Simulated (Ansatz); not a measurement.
Crystal: AlN.

```
Al N
1.0
     0.00000    2.18399    2.18399
     2.18399    0.00000    2.18399
     2.18399    2.18399    0.00000
Al N
1 1
Direct
  0.00000 0.00000 0.00000
  0.25000 0.25000 0.25000
```

Measurements of this composition are mostly on another form, of space group No. 186.

* Program: Ansatz 0.2.0
* Task: relaxation of cell and atoms
* Functional: revPBE
* Potentials or basis: all-electron LAPW, scalar-relativistic
* Basis error allowed: 0.001 eV/atom
* k mesh: 10 × 10 × 10
* Occupations: fermi-dirac, width 0.05 eV
* Spin: no spin polarisation

At the start: volume 10.42 Å³/atom.

Q: Where does the relaxation end?

A: Over 5 steps the energy falls by 9.0 meV/atom and the volume is 10.81 Å³/atom (+3.8 %); space group F-43m (No. 216, to 0.05 Å).

The path:
```
step  energy change (eV)  largest force (eV/Å)  volume (Å³)
   1              0.0000                0.0000        20.83
   2             -0.0134                0.0000        21.22
   3             -0.0181                0.0000        21.61
   4             -0.0181                0.0000        21.63
   5             -0.0181                0.0000        21.63
```

Final structure:
```cif
data_structure
_symmetry_space_group_name_H-M 'P 1'
_symmetry_Int_Tables_number 1
_cell_length_a 3.1274
_cell_length_b 3.1274
_cell_length_c 3.1274
_cell_angle_alpha 60.000
_cell_angle_beta 60.000
_cell_angle_gamma 60.000
_cell_volume 21.63
loop_
_atom_site_label
_atom_site_type_symbol
_atom_site_fract_x
_atom_site_fract_y
_atom_site_fract_z
_atom_site_occupancy
Al1 Al 0.00000 0.00000 0.00000 1
N1 N 0.25000 0.25000 0.25000 1
```
